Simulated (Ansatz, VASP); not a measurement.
One calculation of CaO, two programs

Contents of INCAR:

```
SYSTEM = CaO
PREC = Accurate
ENCUT = 520
EDIFF = 1E-7
ISMEAR = -1
SIGMA = 0.05
LREAL = .FALSE.
LASPH = .TRUE.
NELM = 80
ALGO = Normal
ISIF = 2
LWAVE = .FALSE.
LCHARG = .FALSE.
GGA = PE
NBANDS = 15
```

File KPOINTS:

```
regular mesh
0
G
  10 10 10
  0 0 0
```

Contents of POSCAR:

```
CaO
1.0
    0.0000000000      2.4035556960      2.4035556960
    2.4035556960      0.0000000000      2.4035556960
    2.4035556960      2.4035556960      0.0000000000
Ca O
1 1
Direct
    0.0108680000     -0.0039360000     -0.0056900000
    0.5145410000      0.5065200000      0.4885730000
```

The input input.yaml:

```yaml
crystal:
  lattice:
    - [0.0, 2.403555696, 2.403555696]
    - [2.403555696, 0.0, 2.403555696]
    - [2.403555696, 2.403555696, 0.0]
  atoms:
    - { symbol: Ca, position: [0.010868, -0.003936, -0.00569] }
    - { symbol: O, position: [0.514541, 0.50652, 0.488573] }
hamiltonian:
  xc: pbe
  pseudopotentials: { kind: paw }
kpoints:
  mp_grid: { grid: [10, 10, 10] }
scf:
  occupations: { method: fermi_dirac, width: 0.05 }
output:
  forces: true
  stress: true
  eigenvalues: true
  write_density: true
  write_potential: true
  elf: true
  volumetric_format: npy
```

Change from the starting cell: atoms moved at random, drawn with an rms of 0.05 Å.

Alike in both runs: task single point; functional PBE; k mesh 10 × 10 × 10; occupations fermi-dirac, width 0.05 eV; no spin polarisation.

|  | VASP | Ansatz |
| --- | --- | --- |
| version | VASP 6.6.1 | Ansatz 0.2.0 |
| potentials or method | VASP PAW PBE potentials, release 64 (Ca_sv, O) | Ansatz PAW |
| plane-wave cutoff (eV) | 520 | 420 |
| valence electrons in the cell | 16 | 16 |

|  | VASP | Ansatz | Ansatz less VASP |
| --- | --- | --- | --- |
| gap on the k mesh at the Fermi level (eV) | 3.64 | 3.66 | +0.019 |
| least direct gap on the mesh (eV) | 4.01 | 4.03 | +0.018 |
| pressure (GPa) | 2.3 | 1.7 | -0.59 |
| largest component of the traceless stress (GPa) | 0.11 | 0.11 | -0.005 |
| rms of the force components (eV/Å) | 0.066 | 0.062 | -0.0032 |

Atom by atom the forces differ by 0.003 eV/Å (rms over components).

Caveats: the pressure holds a Pulay correction of +0.4 GPa for the finite cutoff (Ansatz). A k mesh can miss the band edges.
